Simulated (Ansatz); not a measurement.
BeO (wurtzite)

```
CELL_PARAMETERS angstrom
      2.71181     0.00000     0.00000
     -1.35591     2.34850     0.00000
      0.00000     0.00000     4.40456
ATOMIC_POSITIONS crystal
  Be 0.66667 0.33333 0.00149
  Be 0.33333 0.66667 0.50149
  O  0.66667 0.33333 0.62371
  O  0.33333 0.66667 0.12371
```

In this cell atom 4 (O, nearest neighbour Be at 1.656 Å; its periodic images, 2.7 Å or more away, move with it) is moved by s along Cartesian x, unit vector (1.000, 0.000, 0.000); all other atoms and the cell stay fixed.

The numbers are results of PBE (plane waves to 420 eV, PAW, scalar-relativistic; Ansatz, a first-principles code), not measurements. k mesh 11×11×6 (Γ-centred), Fermi-Dirac smearing 0.05 eV. F∥ is the force on the atom along that direction. BeO was relaxed with its symmetry unable to fall. 

```csv
s (Å),F∥ (eV/Å)
-0.330,4.571
-0.264,3.449
-0.198,2.462
-0.132,1.581
-0.066,0.772
0.000,0.000
0.066,-0.772
0.132,-1.581
0.198,-2.462
0.264,-3.449
0.330,-4.571
```

### Question
What is the force constant k = d²E/ds² of this move at s = 0?

### Answer
11.6 eV/Å². The forces along the line at the two nearest points give (0.772 − (-0.772)) / (2·0.066) = 11.70 eV/Å²; the next pair corrects for the finite step.

(A displaced cell: forces are minus the slopes of the energy, force constants its curvatures, and phonons follow from these.)
